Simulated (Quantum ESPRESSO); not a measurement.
AlN:

```
Al N
1.0
     0.00000    2.18399    2.18399
     2.18399    0.00000    2.18399
     2.18399    2.18399    0.00000
Al N
1 1
Direct
  0.00000 0.00000 0.00000
  0.25000 0.25000 0.25000
```

Measurements of this composition are mostly on another form, of space group No. 186.

Base run:

- Program: Quantum ESPRESSO 7.5
- Functional: WC
- Potentials or basis: GBRV 1.5 PBE
- Cutoff: 612 eV
- Density cutoff: 4898 eV
- k mesh: 8 × 8 × 8, shifted
- Occupations: fermi-dirac, width 0.05 eV
- Spin: no spin polarisation

Its results: pressure 2.3 GPa; electronic dielectric tensor (diagonal) 4.64.

Task: After a change of settings the same cell gave: pressure -2.8 GPa; electronic dielectric tensor (diagonal) 4.58. Which change was it?
A. functional from WC to PBEsol; potentials or basis from GBRV 1.5 PBE to GBRV 1.5 PBEsol
B. functional from WC to BLYP
C. functional from WC to LDA; potentials or basis from GBRV 1.5 PBE to GBRV 1.5 LDA
D. functional from WC to PBE

Result: C.

Caveats: the potentials were made for another functional, which shifts forces and pressure (some runs).
